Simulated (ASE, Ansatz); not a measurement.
# Twisted h-SiC/h-AlN monolayer on bilayer, 46.83° (114 atoms): support functions against a reference

Aim: test how closely localised support functions follow the reference on twisted h-SiC/h-AlN monolayer on bilayer, 46.83° (114 atoms), and at what cost. A setting counts as converged where the r.m.s. difference of forces stays under 1 % of the r.m.s. force.

Program: Ansatz 0.2.0. Level of theory: Kohn-Sham DFT, PBEsol, PAW (set soft_2), plane waves. Results are calculated unless marked as measured.

**1. Set-up**

The cell holds 114 atoms: 38 Si, 38 C, 19 Al and 19 N. Cell: a = 13.578 Å, b = 13.578 Å, c = 18.580 Å, α = 90.0°, β = 90.0°, γ = 120.0°. It derives from SiC and AlN. h-SiC (a = 3.1 Å) under h-AlN (a = 3.13 Å), monolayer on bilayer, commensurate cell of 19 unit cells a layer, twist 46.83 deg, both strained to the mean lattice constant; facing planes 3.19, 3.39 Å apart; 12 Å of vacuum; layers as built, displaced by a Gaussian of 0.01 Å. Regions: layer 1, 38 atoms (19 Si and 19 C); layer 2, 38 atoms (19 Si and 19 C); layer 3, 38 atoms (19 Al and 19 N). Vacuum lies along c.

Before any run, some limits are plain. The functional has no dispersion term, which matters for the binding between molecules or layers. Beside vacuum, support functions can miss their usual error bounds without a warning. Sampling is at Γ alone, for a cell whose shortest periodic width is 12 Å.

**2. Plane-wave single point**

This run is the reference for what follows, at a cutoff of 420 eV.

input.yaml reads:

```yaml
crystal:
  lattice:
    - [13.578, 0.0, 0.0]
    - [-6.789, 11.75889, 0.0]
    - [0.0, 0.0, 18.58]
  atoms:
    - { symbol: Si, position: [0.17627, 0.77215, 0.32384] }
    - { symbol: C, position: [0.1922, 0.64884, 0.32337] }
    - { symbol: Si, position: [0.28126, 0.03567, 0.32338] }
    - { symbol: C, position: [0.29895, 0.91187, 0.32316] }
    - { symbol: Si, position: [0.12298, 0.14044, 0.32304] }
    - { symbol: C, position: [0.14028, 0.01714, 0.32249] }
    - { symbol: Si, position: [0.22764, 0.4031, 0.32355] }
    - { symbol: C, position: [0.24421, 0.28159, 0.32172] }
    - { symbol: Si, position: [0.33462, 0.66778, 0.3224] }
    - { symbol: C, position: [0.35167, 0.54485, 0.3227] }
    - { symbol: Si, position: [0.43996, 0.93049, 0.3229] }
    - { symbol: C, position: [0.4553, 0.80679, 0.32347] }
    - { symbol: Si, position: [0.38645, 0.29806, 0.32223] }
    - { symbol: C, position: [0.40558, 0.17666, 0.32327] }
    - { symbol: Si, position: [0.49162, 0.56002, 0.32385] }
    - { symbol: C, position: [0.50829, 0.43832, 0.3234] }
    - { symbol: Si, position: [0.59615, 0.82448, 0.32184] }
    - { symbol: C, position: [0.61397, 0.70218, 0.32336] }
    - { symbol: Si, position: [0.70217, 0.08843, 0.32214] }
    - { symbol: C, position: [0.71962, 0.96524, 0.32204] }
    - { symbol: Si, position: [0.5435, 0.19388, 0.32217] }
    - { symbol: C, position: [0.56136, 0.07014, 0.32387] }
    - { symbol: Si, position: [0.64857, 0.45462, 0.32302] }
    - { symbol: C, position: [0.66586, 0.33329, 0.32353] }
    - { symbol: Si, position: [0.75393, 0.71864, 0.32266] }
    - { symbol: C, position: [0.77116, 0.59606, 0.3224] }
    - { symbol: Si, position: [0.86077, 0.98318, 0.32354] }
    - { symbol: C, position: [0.87775, 0.86001, 0.32245] }
    - { symbol: Si, position: [0.8066, 0.35013, 0.3222] }
    - { symbol: C, position: [0.82345, 0.22833, 0.32322] }
    - { symbol: Si, position: [0.91204, 0.61486, 0.32271] }
    - { symbol: C, position: [0.92988, 0.49114, 0.32374] }
    - { symbol: Si, position: [0.01636, 0.87586, 0.32215] }
    - { symbol: C, position: [0.0339, 0.75435, 0.32365] }
    - { symbol: Si, position: [0.96621, 0.24666, 0.32252] }
    - { symbol: C, position: [0.98199, 0.12251, 0.32176] }
    - { symbol: Si, position: [0.07028, 0.50889, 0.32299] }
    - { symbol: C, position: [0.08825, 0.38729, 0.3229] }
    - { symbol: Si, position: [0.2975, 0.91173, 0.49549] }
    - { symbol: C, position: [0.31614, 0.78917, 0.49423] }
    - { symbol: Si, position: [0.4031, 0.17589, 0.49454] }
    - { symbol: C, position: [0.42108, 0.05384, 0.49484] }
    - { symbol: Si, position: [0.24503, 0.27987, 0.49533] }
    - { symbol: C, position: [0.26266, 0.156, 0.49467] }
    - { symbol: Si, position: [0.35014, 0.54329, 0.4951] }
    - { symbol: C, position: [0.36775, 0.42164, 0.49428] }
    - { symbol: Si, position: [0.45671, 0.80803, 0.49428] }
    - { symbol: C, position: [0.47329, 0.68271, 0.49428] }
    - { symbol: Si, position: [0.56116, 0.06983, 0.49439] }
    - { symbol: C, position: [0.57825, 0.94717, 0.49442] }
    - { symbol: Si, position: [0.50658, 0.43749, 0.49423] }
    - { symbol: C, position: [0.52688, 0.31477, 0.4935] }
    - { symbol: Si, position: [0.61353, 0.70209, 0.4944] }
    - { symbol: C, position: [0.63158, 0.57947, 0.49614] }
    - { symbol: Si, position: [0.72, 0.96564, 0.4948] }
    - { symbol: C, position: [0.73682, 0.84297, 0.49459] }
    - { symbol: Si, position: [0.82455, 0.22732, 0.49402] }
    - { symbol: C, position: [0.84234, 0.10637, 0.49509] }
    - { symbol: Si, position: [0.66622, 0.33376, 0.49423] }
    - { symbol: C, position: [0.68374, 0.20972, 0.49371] }
    - { symbol: Si, position: [0.77123, 0.59629, 0.49422] }
    - { symbol: C, position: [0.78958, 0.47326, 0.49399] }
    - { symbol: Si, position: [0.87649, 0.8589, 0.49557] }
    - { symbol: C, position: [0.89373, 0.73581, 0.4944] }
    - { symbol: Si, position: [0.98184, 0.12315, 0.49434] }
    - { symbol: C, position: [0.00079, 0.0009, 0.49436] }
    - { symbol: Si, position: [0.92812, 0.48998, 0.49502] }
    - { symbol: C, position: [0.94653, 0.36915, 0.49545] }
    - { symbol: Si, position: [0.03543, 0.75384, 0.49451] }
    - { symbol: C, position: [0.05352, 0.63229, 0.49374] }
    - { symbol: Si, position: [0.14234, 0.01811, 0.4949] }
    - { symbol: C, position: [0.1574, 0.89285, 0.49512] }
    - { symbol: Si, position: [0.08714, 0.38617, 0.49381] }
    - { symbol: C, position: [0.10424, 0.26165, 0.49464] }
    - { symbol: Si, position: [0.19203, 0.64844, 0.49535] }
    - { symbol: C, position: [0.20982, 0.52551, 0.4943] }
    - { symbol: Al, position: [0.75563, 0.03379, 0.67646] }
    - { symbol: "N", position: [0.77276, 0.17541, 0.6773] }
    [... 30 atom lines left out ...]
    - { symbol: Al, position: [0.07062, 0.5626, 0.67719] }
    - { symbol: "N", position: [0.08738, 0.7023, 0.67701] }
    - { symbol: Al, position: [0.91183, 0.29733, 0.67768] }
    - { symbol: "N", position: [0.92881, 0.43775, 0.67627] }
    - { symbol: Al, position: [0.96478, 0.7187, 0.67717] }
    - { symbol: "N", position: [0.98306, 0.85978, 0.67701] }
kpoints:
  mp_grid: { grid: [1, 1, 1] }
hamiltonian:
  xc: pbesol
scf:
  occupations: { method: gaussian, width: 0.025 }
output:
  forces: true
  populations: intrinsic
  dos:
    method: { smearing: { sigma: 0.15 } }
    de: 0.1
    projected:
      site_lists:
        Al: [Al]
        C: [C]
        "N": ["N"]
        Si: [Si]
        layer_1: [0, 1, 2, 3, 4, 5, 6, 7, 8, 9, 10, 11, 12, 13, 14, 15, 16, 17, 18, 19, 20, 21, 22, 23, 24, 25, 26, 27, 28, 29, 30, 31, 32, 33, 34, 35, 36, 37]
        layer_2: [38, 39, 40, 41, 42, 43, 44, 45, 46, 47, 48, 49, 50, 51, 52, 53, 54, 55, 56, 57, 58, 59, 60, 61, 62, 63, 64, 65, 66, 67, 68, 69, 70, 71, 72, 73, 74, 75]
        layer_3: [76, 77, 78, 79, 80, 81, 82, 83, 84, 85, 86, 87, 88, 89, 90, 91, 92, 93, 94, 95, 96, 97, 98, 99, 100, 101, 102, 103, 104, 105, 106, 107, 108, 109, 110, 111, 112, 113]
  eigenvalues: true
  write_density: true
  write_potential: true
  volumetric_format: npy
```

Run with:

```
ansatz run input.yaml --threads 8 --pin off --max-ram 15872MiB --backend cpu --events-out ev --progress --plain --runs-dir out
```

Numbers of over 12 decimals in the logs are rounded to 6 here.

The program printed:

```text
Engine: ansatz 0.2.0, aarch64-unknown-linux-gnu
Pseudopotentials: kind: paw
Pseudopotential: Si, paw, valence charge 4, recommended cutoff 420 eV (normal), Si.paw.azcp
Pseudopotential: C, paw, valence charge 4, recommended cutoff 420 eV (normal), C.paw.azcp
Pseudopotential: Al, paw, valence charge 3, recommended cutoff 420 eV (normal), Al.paw.azcp
Pseudopotential: N, paw, valence charge 5, recommended cutoff 420 eV (normal), N.paw.azcp
Functional definition: PBEsol
  exchange = pbesol_x
  correlation = pbesol_c
Crystal: 114 atoms, lattice volume = 2966.524 Å³
Basis set: ecut = 420 eV, 57987 PW (Γ), exchange–correlation on 192×192×250 points (8 copies of the dense FFT grid, shifted against one another)
Bands: 342, of which v1, the nominal top of the filled ones, is band 228 counted from 1 (227 counted from 0)
Symmetry: 1 space group operations
Space group: P1 (ITA 1), of the structure as read, at distance tolerance 1.4e-4 Å
k-points: 1
Non-local potential: Si, projectors of the file, l = 0: 2, l = 1: 2, l = 2: 2
Non-local potential: C, projectors of the file, l = 0: 2, l = 1: 2, l = 2: 1
Non-local potential: Al, projectors of the file, l = 0: 2, l = 1: 2, l = 2: 1
Non-local potential: N, projectors of the file, l = 0: 2, l = 1: 2, l = 2: 1
PAW form: soft (Blöchl's): semilocal exchange-correlation on the pseudo side does not see the compensation charge
PAW frozen core: Si, regenerated for the run's functional, and the local potential with it (the file was generated under x = pbe(κ = 0.804, μ = 0.219515), c = pbe(β = 0.066725))
PAW frozen core: C, regenerated for the run's functional, and the local potential with it (the file was generated under x = pbe(κ = 0.804, μ = 0.219515), c = pbe(β = 0.066725))
PAW frozen core: Al, regenerated for the run's functional, and the local potential with it (the file was generated under x = pbe(κ = 0.804, μ = 0.219515), c = pbe(β = 0.066725))
PAW frozen core: N, regenerated for the run's functional, and the local potential with it (the file was generated under x = pbe(κ = 0.804, μ = 0.219515), c = pbe(β = 0.066725))
PAW one-centre angular grid: Si, 110 points (default); XC on 64 Gauss nodes
PAW one-centre angular grid: C, 110 points (default); XC on 64 Gauss nodes
PAW one-centre angular grid: Al, 110 points (default); XC on 64 Gauss nodes
PAW one-centre angular grid: N, 110 points (default); XC on 64 Gauss nodes
Initial density: superposition of atomic densities (neutral atoms: chi_scale 0, normalization atom), corrected by the library's trained network
Initial wavefunctions: pseudopotential atomic-orbital guess
Functional: x = pbesol(κ = 0.804, μ = 0.123457), c = pbesol(β = 0.046)
SCF iter   1: F=—  HF=-50157.436035 eV  |F-HF|=—  |Δ(HF+E_count)|=         —  Δρ=4.89e-3  dr2=9.15e-1  ethr=1.77e-3  ⟨swp⟩=9.0  Hψ=2069  notcnv=0  defer=76
preconditioner: auto → Resta (q_TF=auto, 1.997 Å⁻¹)  ε∞=3.0  [insulator: Δε(μ)=2.386 eV  Ē_g=10.309 eV  σ=0.025 eV  W_gap=1.00  n_scr=412 (ndim 8)  ℏωp=14.6 eV  f_vac=0.427  D(μ)=0.00/eV (n_scr^D=0)  ε∞_Penn≈3.0  vacuum switching on, ρ_ref=7.7e-3 e/Å³]
SCF iter   2: F=—  HF=-50157.248630 eV  |F-HF|=—  |Δ(HF+E_count)|=   1.87e-1  Δρ=1.55e-3  dr2=9.38e-2  ethr=2.01e-4  ⟨swp⟩=2.0  Hψ=572  notcnv=0  defer=101
SCF iter   3: F=—  HF=-50157.244316 eV  |F-HF|=—  |Δ(HF+E_count)|=   4.31e-3  Δρ=7.86e-4  dr2=2.42e-2  ethr=2.06e-5  ⟨swp⟩=2.0  Hψ=449  notcnv=0  defer=101
SCF iter   4: F=—  HF=-50157.246721 eV  |F-HF|=—  |Δ(HF+E_count)|=   2.41e-3  Δρ=2.72e-4  dr2=2.83e-3  ethr=5.30e-6  ⟨swp⟩=2.0  Hψ=482  notcnv=0  defer=101
SCF iter   5: F=—  HF=-50157.246390 eV  |F-HF|=—  |Δ(HF+E_count)|=   3.32e-4  Δρ=7.56e-5  dr2=1.50e-4  ethr=6.20e-7  ⟨swp⟩=2.0  Hψ=468  notcnv=0  defer=101
SCF iter   6: F=—  HF=-50157.246429 eV  |F-HF|=—  |Δ(HF+E_count)|=   3.97e-5  Δρ=2.71e-5  dr2=2.55e-5  ethr=3.30e-8  ⟨swp⟩=2.0  Hψ=469  notcnv=0  defer=101
SCF iter   7: F=—  HF=-50157.245566 eV  |F-HF|=—  |Δ(HF+E_count)|=   8.64e-4  Δρ=9.79e-6  dr2=3.00e-6  ethr=5.58e-9  ⟨swp⟩=2.0  Hψ=569  notcnv=0  defer=101
SCF iter   8: F=—  HF=-50157.245566 eV  |F-HF|=—  |Δ(HF+E_count)|=   6.57e-7  Δρ=2.99e-6  dr2=3.44e-7  ethr=6.58e-10  ⟨swp⟩=2.0  Hψ=468  notcnv=0  defer=101
SCF iter   9: F=-50157.245566 eV  HF=-50157.245566 eV  |F-HF|=2.11e-8  |Δ(HF+E_count)|=   1.25e-7  Δρ=9.55e-7  dr2=4.40e-8  ethr=2.19e-11  ⟨swp⟩=29.0  Hψ=3688  notcnv=0
SCF 1 converged in 9 iterations: F = -50157.245566 eV  dr2 = 4.40e-8
  greatest PAW one-centre occupation: 0.790 electrons in one spin orbital (limit 2), on the N atom at site 105 (counted from 0), in its partial waves of l = 0
WARN: The output density's exchange-correlation potential varies sharply where the density is thin. Do not read a vacuum level from v_tot or v_xc, or from such a field of the output density. On a cell that repeats whose density bears no net charge and no dipole along the vacuum's axis use v_es (v_loc + v_h of the components); [...]
SCF converged after 9 iterations
Free energy (F): -50157.245566 eV
Harris-Foulkes:  -50157.245566 eV  (|F-HF|=2.11e-8)
Internal energy: -50157.245566 eV  (E = F + TS)
E sigma→0 (E₀):  -50157.245566 eV
Fermi energy:    1.673464 eV
--- Per-component energies (eV) ---
  E_band       = -2283.657531
  E_kinetic    = 7925.963832
  E_local      = -100011.447094  (includes V_loc(G=0)·N_el)
  E_nonlocal   = 3067.564284
  E_hartree    = 46779.298903
  E_xc         = -5772.583372
  E_vxc        = -6032.442690  (∫ρ·V_xc dr)
  E_paw        = -33559.122449  (= ΣΔE_a)
  E_vpaw       = -791.850100  (= ΣTr[D̂ρ^β])
  E_aug_tail   = 0.002283  (compensation charges beyond the density's cutoff)
  E_ewald      = 31410.179404
  E_core_change = 2.898643  (= ΣΔE_core)
  E_smearing   = -0.000000  (= −TS)
  E_closure    = 0.000000  (closes the sum)
  Σ components = -50157.245566   (vs F -50157.245566, Δ=0.00e0)
--- Forces (eV/Å), atoms counted from 1 ---
  atom   1  Si    -0.49157645    -0.10494232    -0.00340349
  atom   2  C      0.49118635     0.13585690    -0.19760278
  atom   3  Si     0.15789425    -0.19266324    -0.00518632
  atom   4  C     -0.15184607     0.38472547    -0.14837555
  atom   5  Si    -0.12037545    -0.13436623    -0.05582838
  atom   6  C      0.00567399     0.03333509    -0.11382152
  atom   7  Si    -0.04898456     0.79481413    -0.07856715
  atom   8  C      0.97610662    -0.42333016    -0.06440646
  atom   9  Si    -0.54654984    -0.49989598     0.12214703
  atom  10  C      0.07401188    -0.39831498    -0.11437640
  atom  11  Si    -0.32447194    -0.17795727     0.08330419
  atom  12  C      0.44487222     0.37645720    -0.25323919
  atom  13  Si    -0.65084041     0.04166644     0.09175747
  atom  14  C     -0.82013722    -0.38246731    -0.21967724
[...]
atom 113  Al    -0.31531925     0.05696107    -0.13944554
  atom 114  N     -0.45946724    -0.19977285     0.16052351
  max |Σ_I F_I| component: 1.68e-4 eV/Å
--- Band table (eV) ---
  k-point 0: bands = ["-13.6077", "-13.4228", "-12.9530", "-12.9315", [... 326 levels ...], "6.8528", "6.8637", "6.8676", "6.8716", "6.8817", "6.9798", "6.9911", "6.9958", "7.0068", "7.0101", "7.0293", "7.2218"]
--- intrinsic populations: 114 sites ---
  site symbol       q [e]
     0     Si      2.9408
     1      C      5.0339
     2     Si      2.9473
[...]
113      N      6.1267
  spilling = -0.000000 (of n_electrons = 456.000000)
```

Elapsed: 26 s, on 8 threads of Arm Neoverse V1, shared host; peak memory 3.3 GiB.

The column dr2 measures how far the density is from self-consistency, as an energy; F and HF (Harris–Foulkes) agree once it is small.

The program notes that the exchange-correlation potential is rough where the density is thin.

The run gave:

```yaml
free_energy: -50157.2456 eV
free_energy_per_atom: -439.9758 eV/atom
scf_cycles: 9
r_m_s_force_component: 0.3228 eV/Å
longest_force: 1.066 eV/Å
fermi_energy: 1.673 eV
spacing_of_highest_filled_and_lowest_empty_level: 2.321 eV
```

Length of the force by element:

```
element  coordination  atoms  mean length of the force (eV/Å)  spread   least   most
     Al           all     19                            0.484   0.190  0.0861  0.853
      C           all     38                            0.525   0.250   0.113   1.07
      N           all     19                            0.519   0.190   0.182  0.956
     Si           all     38                            0.513   0.217   0.141   1.06
```

Intrinsic-atomic-orbital charges by element:

```
element  coordination  atoms  mean charge (e)  spread  least   most
     Al           all     19             1.11  0.0037   1.11   1.12
      C           all     38            -1.04  0.0082  -1.06  -1.02
      N           all     19            -1.13  0.0037  -1.14  -1.13
     Si           all     38             1.05   0.015   1.02   1.07
```

By region:

```
 region  atoms  mean length of the force (eV/Å)  net charge (e)
layer 1     38                             0.51            0.49
layer 2     38                            0.529           -0.12
layer 3     38                            0.502           -0.37
```

States in the cell by windows of 1 eV, zero at the Fermi level; the larger projections on atomic orbitals stand beside the total:

```
from (eV)  to (eV)  total  layer 1   C p  layer 2  layer 3  Si p   N p
      -17      -16    0.0      0.0   0.0      0.0      0.0   0.0   0.0
      -16      -15    3.7      1.6   0.0      0.4      1.6   0.0   0.0
      -15      -14   28.0     10.4   0.7      4.1     13.2   2.4   0.1
      -14      -13   37.3      4.4   0.8      9.6     23.1   2.7   0.1
      -13      -12   33.3     20.2   1.9     12.8      0.1   9.8   0.0
      -12      -11   11.7      1.0   0.5     10.6      0.0   3.8   0.0
      -11       -9    0.0      0.0   0.0      0.0      0.0   0.0   0.0
       -9       -8   45.1     23.6  22.5     21.1      0.1   6.2   0.0
       -8       -7    2.9      0.3   1.4      2.6      0.0   0.4   0.0
       -7       -6   17.4     12.0   8.0      2.2      3.0   5.5   2.0
       -6       -5   66.1     18.4  24.9     25.6     21.6  13.0  14.5
       -5       -4   47.9     18.3  19.5     11.1     18.1   8.9  13.4
       -4       -3   58.1     18.7  28.2     23.9     14.8  13.7  10.5
       -3       -2   70.6     15.0  21.8     14.6     39.8   7.7  33.6
       -2       -1   33.7      5.7  15.1     11.6     15.3   2.2  14.3
       -1        0    0.2      0.0   0.1      0.1      0.1   0.0   0.1
        0        1    0.7      0.5   0.1      0.1      0.0   0.5   0.0
        1        2   35.3     17.8   5.9     12.2      2.3  22.8   0.4
        2        3   43.8     16.4   5.6     13.8      4.9  12.6   0.8
        3        4   28.8      6.2   3.8      8.4      7.1   4.8   1.4
        4        5   84.7     21.2  11.1     14.9     28.8  13.0   3.6
```

The levels nearest the highest filled one (over half full), pooled over k-points and spins:

```
level less the highest filled one (eV)  occupation
                                -0.104           2
                               -0.0934           2
                               -0.0647           2
                               -0.0598           2
                               -0.0176           2
                                     0           2
                                  2.32           0
                                  2.33           0
                                  2.34           0
                                  2.35           0
                                  2.38           0
                                  2.39           0
```

Planar average of the electrostatic potential energy along the normal, with the Fermi level as zero, after a running mean with a triangular window 4 Å wide at its base:

```
height (Å)  potential energy (eV)
       0.0                   3.86
       0.6                   3.83
       1.0                   3.81
       1.6                   3.78
       2.1                   3.76
       2.7                   3.69
       3.1                   3.55
       3.7                   2.76
       4.2                   1.07
       4.8                  -2.55
       5.2                  -5.47
       5.8                  -8.29
       6.4                  -7.79
       6.8                  -5.85
       7.4                  -4.12
       7.9                  -4.22
       8.5                  -6.15
       8.9                  -7.85
       9.5                  -7.58
      10.0                  -5.48
      10.6                  -2.62
      11.0                  -1.54
      11.6                  -2.18
      12.0                  -3.58
      12.6                  -4.47
      13.2                  -3.04
      13.7                  -1.09
      14.3                   1.54
      14.7                   2.96
      15.3                   3.77
      15.8                   3.91
      16.4                   3.94
      16.8                   3.93
      17.4                   3.91
      17.8                   3.89
      18.4                   3.86
```

Electrostatic potential energy in the ca plane at fractional y = 0.017, with atoms of C and Si and Al and N within 0.2 Å of it. With pseudopotentials it is smooth inside the atoms' cores, unlike the true potential.

Values in eV, 13 rows by 16 columns, each cell a mean:
```
  6   5   5   5   1  -4   4  -4  -3   6   2   3   6   6   6   6
  6   5   5   5 -10 -26   1   3   3   6 -15 -10   6   6   6   6
  6   5   5   5   0  -7   4  -4  -4   4  -8  -5   5   6   6   6
  6   5   5   5   0  -9   4 -11 -11   2 -10  -8   4   6   6   6
  6   5   5   5  -1  -7   4   1   1   5   2   3   5   6   6   6
  6   5   5   5   2  -4   4  -8  -8   4   1   2   5   6   6   6
  6   5   5   5   1  -6   4  -7  -6   5  -3   0   6   6   6   6
  6   5   5   5   3   1   5  -8  -8   5   1   2   5   6   6   6
  6   5   5   5  -2  -9   3   0   0   5  -4  -2   5   6   6   6
  6   5   5   5 -12 -27   1   3   3   6  -2   1   6   6   6   6
  6   5   5   5  -3 -15   3 -14 -14   3  -7  -5   5   6   6   6
  6   5   5   6  -3 -15   4 -16 -16   2  -9  -7   5   6   6   6
  6   5   5   5   4   2   5 -11 -11   5   3   4   5   6   6   6
```
Columns run along c (18.6 Å; values clipped at the 3rd and 97th percentile), rows up along a (13.6 Å). Atoms in or near the plane, at fractional coordinates: C at (0.32, 0.14), C at (0.49, 0.00), Si at (0.49, 0.14), Al at (0.68, 0.76), N at (0.68, 0.88).

(Part 1 of 2 ends here.)

[Logs are printed without paths, hosts, clocks, repeated set-up lines and the standing remarks that a program may print on its own settings, such as how far it seeks lower states.]

[Hosts, paths, dates, database ids (printed as entryN), source tags and the programs' standing remarks are cut or masked in the printed files.]
